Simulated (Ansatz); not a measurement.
Runs of Ansatz 0.2.0 on CuO. The structure is tetragonal, space group P4/mmm (No. 123). Conventional cell: a = 4.161 Å, b = 4.161 Å, c = 3.888 Å, α = 90.00°, β = 90.00°, γ = 90.00°. Around Cu (site symmetry mmm) lie 4 O at 1.94 to 2.08 Å. Around Cu (site symmetry 4/mmm) lie 6 O at 1.94 to 2.08 Å. O (site symmetry 4/mmm) has 6 Cu at 1.94 to 2.08 Å as nearest neighbours. O (site symmetry mmm) is surrounded by 4 Cu at 1.94 to 2.08 Å. Measurements of this composition are mostly on another form, of space group No. 15.

| task | level | cell | k mesh | cutoff (eV) | points for each segment of the path | gap on the mesh (eV) | pressure (GPa) | relaxed volume (Å³/atom) |
| --- | --- | --- | --- | --- | --- | --- | --- | --- |
| density of states | PBEsol | as given | 6 × 6 × 6 | 420 | - | none | (a) | - |
| band structure | r2SCAN | as given | 7 × 7 × 7 | 500 | 14 | none | -4.8 | - |
| relaxation of cell and atoms | r2SCAN | relaxed | 7 × 7 × 7 | 500 | - | none | 0.0 | (b) |
| band structure | LDA | as given | 7 × 7 × 7 | 420 | 14 | none | -11.5 | - |
| relaxation of cell and atoms | LDA | relaxed | 7 × 7 × 7 | 420 | - | none | 0.0 | 10.37 |

Alike in all rows: potentials or basis Ansatz PAW; no spin polarisation; smearing fermi-dirac 0.05 eV.

Q: Estimate the missing entries.

A: (a) -5.4; (b) 10.87.

Caveats: an odd number of electrons without spin polarisation forces a metal; a magnetic or distorted state may lie lower; the run has no spin polarisation, though such a crystal can be magnetic; semilocal functionals often make such compounds metallic where correlation or magnetic order opens a gap, which also shifts bond lengths; the PAW data sets come from PBE, with cores solved anew for the run's functional, which leaves a small shift of forces and pressure; the plane-wave basis is chosen anew once the cell has moved, so the energies of steps on either side of that aren't comparable (some runs); the density of states is complete only up to the lowest level of the last band computed (some runs).

A gap of «none» marks a metal or a gap under the smearing width.
